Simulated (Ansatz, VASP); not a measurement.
One calculation of MgO, two programs

INCAR

```
ALGO = Normal ; EDIFF = 1E-7
ENCUT = 520 ; GGA = PS
ISIF = 2 ; ISMEAR = 0
LASPH = T ; LCHARG = T
LELF = T ; LREAL = F
LVHAR = T ; LWAVE = F
NBANDS = 16 ; NELM = 100
PREC = Accurate ; SIGMA = 0.05
```

File KPOINTS:

```
k-points
0
Gamma
  9 9 6
```

The input POSCAR:

```
MgO
1.0
    3.3965520429      0.0000000000      0.0000000000
   -1.6982760214      2.9415003544      0.0000000000
    0.0000000000      0.0000000000      4.7480401007
Mg O
2 2
Direct
    0.3333333333      0.6666666667     -0.0435585739
    0.6666666667      0.3333333333      0.4564414261
    0.3333333333      0.6666666667      0.4009416620
    0.6666666667      0.3333333333      0.9009416620
```

Input for Ansatz:

```yaml
crystal:
  lattice:
    - [3.3965520429, 0.0, 0.0]
    - [-1.6982760214, 2.9415003544, 0.0]
    - [0.0, 0.0, 4.7480401007]
  atoms:
    - { symbol: Mg, position: [0.3333333333, 0.6666666667, -0.0435585739] }
    - { symbol: Mg, position: [0.6666666667, 0.3333333333, 0.4564414261] }
    - { symbol: O, position: [0.3333333333, 0.6666666667, 0.400941662] }
    - { symbol: O, position: [0.6666666667, 0.3333333333, 0.900941662] }
basis:
  ecutwfc: 520.0
kpoints:
  mp_grid: { grid: [9, 9, 6] }
hamiltonian:
  xc: pbesol
  pseudopotentials: { kind: paw, azcp: { folder: soft_1 } }
scf:
  occupations: { method: gaussian, width: 0.05 }
output:
  forces: true
  stress: true
  eigenvalues: true
```

Alike in both runs: task single point; functional PBEsol; k mesh 9 × 9 × 6; occupations gaussian, width 0.05 eV; no spin polarisation.

|  | VASP | Ansatz |
| --- | --- | --- |
| version | VASP 6.6.1 | Ansatz 0.2.0 |
| potentials or method | VASP PAW PBE potentials, release 64 (Mg, O) | scalar-relativistic, plane waves, PAW |
| plane-wave cutoff (eV) | 520 | 520 |
| valence electrons in the cell | 16 | 32 |

|  | VASP | Ansatz | Ansatz less VASP |
| --- | --- | --- | --- |
| gap on the k mesh at the Fermi level (eV) | 2.95 | 2.96 | +0.009 |
| least direct gap on the mesh (eV) | 2.95 | 2.96 | +0.009 |
| pressure (GPa) | -3.6 | -3.2 | +0.36 |
| largest component of the traceless stress (GPa) | 4.37 | 4.35 | -0.024 |
| rms of the force components (eV/Å) | 0.114 | 0.111 | -0.0028 |

Atom by atom the forces differ by 0.003 eV/Å (rms over components). The functional is the same, so the differences come from potentials, cutoffs and numerics. The two sets of potentials don't hold the same shells in valence. Ansatz warned: «pseudo_functional_mismatch».

Caveats: the PAW data sets were made with another functional, which shifts forces and pressure a little (VASP).
